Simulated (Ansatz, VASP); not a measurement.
**BN: VASP beside Ansatz**

The input INCAR:

```
SYSTEM = BN
ALGO = Normal
EDIFF = 1E-7
ENCUT = 520
GGA = PS
ISIF = 2
ISMEAR = -1
LASPH = .TRUE.
LCHARG = .FALSE.
LREAL = .FALSE.
LWAVE = .FALSE.
NBANDS = 26
NELM = 60
PREC = Accurate
SIGMA = 0.01
```

Contents of KPOINTS:

```
k-points
0
G
  4 8 6
  0 0 0
```

Contents of POSCAR:

```
BN
1.0
    4.8800890000      0.0000000000      0.0000000000
    0.0000000000      2.5914640000      0.0000000000
    0.0000000000      0.0000000000      4.2920490000
B N
4 4
Direct
    0.6595870000      0.7500000000      0.0929040000
    0.8404130000      0.2500000000      0.5929040000
    0.1595870000      0.7500000000      0.4070960000
    0.3404130000      0.2500000000      0.9070960000
    0.8211300000      0.7500000000      0.3935140000
    0.1788700000      0.2500000000      0.6064860000
    0.6788700000      0.2500000000      0.8935140000
    0.3211300000      0.7500000000      0.1064860000
```

Input for Ansatz:

```yaml
crystal:
  lattice:
    - [4.880089, 0.0, 0.0]
    - [0.0, 2.591464, 0.0]
    - [0.0, 0.0, 4.292049]
  atoms:
    - { symbol: B, position: [0.659587, 0.75, 0.092904] }
    - { symbol: B, position: [0.8404129999999999, 0.25, 0.592904] }
    - { symbol: B, position: [0.159587, 0.75, 0.407096] }
    - { symbol: B, position: [0.340413, 0.25, 0.907096] }
    - { symbol: "N", position: [0.82113, 0.75, 0.393514] }
    - { symbol: "N", position: [0.17887, 0.25, 0.606486] }
    - { symbol: "N", position: [0.67887, 0.25, 0.893514] }
    - { symbol: "N", position: [0.32113, 0.75, 0.106486] }
basis:
  ecutwfc: 450.0
kpoints:
  mp_grid:
    grid: [4, 8, 6]
  band_path:
    path:
      - [0.0, 0.0, 0.0]
      - [0.5, 0.0, 0.0]
      - [0.5, 0.5, 0.0]
      - [0.0, 0.5, 0.0]
      - [0.0, 0.0, 0.0]
      - [0.0, 0.0, 0.5]
      - [0.5, 0.0, 0.5]
    npoints: 8
hamiltonian:
  xc: pbesol
scf:
  n_extra_bands: 8
  occupations:
    method: fermi_dirac
    width: 0.01
output:
  write_density: true
  eigenvalues: true
```

Measurements of this composition are mostly on another form, of space group No. 194.

Alike in both runs: task single point; functional PBEsol; k mesh 4 × 8 × 6; occupations fermi-dirac, width 0.01 eV; no spin polarisation.

|  | VASP | Ansatz |
| --- | --- | --- |
| version | VASP 6.6.1 | Ansatz 0.2.0 |
| potentials or method | VASP PAW PBE potentials, release 64 (B, N) | plane waves, PAW |
| plane-wave cutoff (eV) | 520 | 450 |
| valence electrons in the cell | 32 | 32 |

|  | VASP | Ansatz | Ansatz less VASP |
| --- | --- | --- | --- |
| gap on the k mesh at the Fermi level (eV) | 5.62 | 5.63 | +0.008 |

The functional is the same, so the differences come from potentials, cutoffs and numerics.

 A k mesh can miss the band edges. Expect the measured gap to be larger: semilocal functionals such as PBEsol lack the derivative discontinuity.
